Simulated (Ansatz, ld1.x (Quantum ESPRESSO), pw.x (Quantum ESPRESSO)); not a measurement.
pw.x on bcc Al: one setting changed

Potential: ultrasoft, ld1.x (Quantum ESPRESSO) 7.5, PBE; core [Ne], reference 3s2 3p1; waves: 3s (bound): rcut 1.70, rcutus 1.90 bohr; 3s channel at 1 Ry: rcut 1.70, rcutus 1.90 bohr; 3p (bound): rcut 1.50, rcutus 1.85 bohr; 3p channel at 3.9 Ry: rcut 1.50, rcutus 1.85 bohr; 3d channel at 0.35 Ry: rc 1.95 bohr; local part: the d channel; core correction: none; augmentation: PSQ, radius 1.65 bohr.

The reference run (k-mesh 14³, cutoffs 40/320 Ry, Fermi–Dirac 0.01 Ry, mixing_beta 0.4, conv_thr 1e-9, no spin) gives 0.86 GPa at 16.945 Å³/atom, where all-electron LAPW gives 0.07 GPa. This run, with its own iteration cap, changes k-mesh points per axis to 4.

```
&control
  calculation='scf', prefix='x', pseudo_dir='./', outdir='./tmp', tstress=.true., disk_io='none'
/
&system
  ibrav=0, nat=1, ntyp=1, ecutwfc=40, ecutrho=320, nbnd=8,
  occupations='smearing', smearing='fd', degauss=0.01
/
&electrons
  conv_thr=1e-09, mixing_beta=0.4, electron_maxstep=60
/
ATOMIC_SPECIES
Al 1.0 Al.UPF
CELL_PARAMETERS angstrom
  -1.61805716 1.61805716 1.61805716
  1.61805716 -1.61805716 1.61805716
  1.61805716 1.61805716 -1.61805716
ATOMIC_POSITIONS crystal
Al 0.0000 0.0000 0.0000
K_POINTS automatic
4 4 4 0 0 0
```

```bash
pw.x < Al.scf.in > Al.scf.out
```

**Question.** How does the run end?

**Answer.** It converges in 6 iterations; the free energy moves by +209.5 meV/atom and the pressure by -0.14 GPa.

```
Message from routine setup:
     using ibrav=0 with symmetry is DISCOURAGED, use correct ibrav instead
     lattice parameter (alat)  =       5.2961  a.u.
     unit-cell volume          =     114.3505 (a.u.)^3
     number of electrons       =         3.00
     number of Kohn-Sham states=            8
     kinetic-energy cutoff     =      40.0000  Ry
     charge density cutoff     =     320.0000  Ry
     scf convergence threshold =      1.0E-09
     Exchange-correlation= PBE
     number of k points=     8  Fermi-Dirac smearing, width (Ry)=  0.0100
     iteration #  1     ecut=    40.00 Ry     beta= 0.40
     total energy              =      -4.12938744 Ry
     estimated scf accuracy    <       0.00519744 Ry
     iteration #  2     ecut=    40.00 Ry     beta= 0.40
     total energy              =      -4.12946266 Ry
     estimated scf accuracy    <       0.00176359 Ry
     iteration #  3     ecut=    40.00 Ry     beta= 0.40
     total energy              =      -4.12950330 Ry
     estimated scf accuracy    <       0.00000135 Ry
     iteration #  4     ecut=    40.00 Ry     beta= 0.40
     total energy              =      -4.12950567 Ry
     estimated scf accuracy    <       0.00000016 Ry
     iteration #  5     ecut=    40.00 Ry     beta= 0.40
     total energy              =      -4.12950567 Ry
     estimated scf accuracy    <       0.00000001 Ry
     iteration #  6     ecut=    40.00 Ry     beta= 0.40
     the Fermi energy is     8.3051 ev
!    total energy              =      -4.12950568 Ry
     estimated scf accuracy    <          4.5E-11 Ry
     smearing contrib. (-TS)   =      -0.00545802 Ry
     The total energy is F=E-TS. E is the sum of the following terms:
     one-electron contribution =       2.82652376 Ry
     hartree contribution      =       0.00311023 Ry
     xc contribution           =      -1.59781565 Ry
     ewald contribution        =      -5.35586600 Ry
     convergence has been achieved in   6 iterations
          total   stress  (Ry/bohr**3)                   (kbar)     P=        7.23
     Message from routine punch:
     Nothing written, as per user request (disk_io='none')
```

The run took about 0.6 s on one core of a shared host (Neoverse-V2, 96 threads, 742 GiB, load 43).
